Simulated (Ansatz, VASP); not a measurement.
**Pd: VASP beside Ansatz**

INCAR

```
PREC = Accurate
ENCUT = 520
EDIFF = 1E-6
ISMEAR = 0
SIGMA = 0.15
LREAL = False
LASPH = True
NELM = 60
ALGO = Fast
ISIF = 2
LWAVE = False
LCHARG = True
GGA = PE
LELF = True
LVHAR = True
NBANDS = 11
```

The input KPOINTS:

```
regular mesh
0
Gamma
  24 24 24
```

POSCAR

```
Pd
1.0
    0.0000000000      2.1831863386      1.5435127414
    2.1831863386      0.0000000000      1.5435127414
    2.1831863386      2.1831863386      0.0000000000
Pd
1
Direct
    0.0000000000      0.0000000000      0.0000000000
```

Input for Ansatz:

```yaml
crystal:
  lattice:
    - [0.0, 2.1831863386, 1.5435127414]
    - [2.1831863386, 0.0, 1.5435127414]
    - [2.1831863386, 2.1831863386, 0.0]
  atoms:
    - { symbol: Pd, position: [0.0, 0.0, 0.0] }
basis:
  ecutwfc: 420
kpoints:
  mp_grid: { grid: [24, 24, 24] }
hamiltonian:
  xc: pbe
scf:
  occupations: { method: gaussian, width: 0.15 }
output:
  forces: true
  stress: true
  eigenvalues: true
  write_density: true
  write_potential: true
  elf: true
  volumetric_format: npy
```

Alike in both runs: task single point; functional PBE; k mesh 24 × 24 × 24; occupations gaussian, width 0.15 eV; no spin polarisation.

|  | VASP | Ansatz |
| --- | --- | --- |
| version | VASP 6.6.1 | Ansatz 0.2.0 |
| potentials or method | VASP PAW PBE potentials, release 64 (Pd) | scalar-relativistic, plane waves, PAW |
| plane-wave cutoff (eV) | 520 | 420 |
| valence electrons in the cell | 10 | 18 |

Ansatz gave:

```
gap on the k mesh at the Fermi level (eV) : none
pressure (GPa)                            : 9.2
```

Task: Estimate VASP's values.

Result: gap on the k mesh at the Fermi level (eV): none; pressure (GPa): 8.8.

A gap of «none» marks a metal or a gap that the smearing closes. With one functional, cell and mesh, what is left measures potentials, basis and numerics. The two sets of potentials don't hold the same shells in valence.
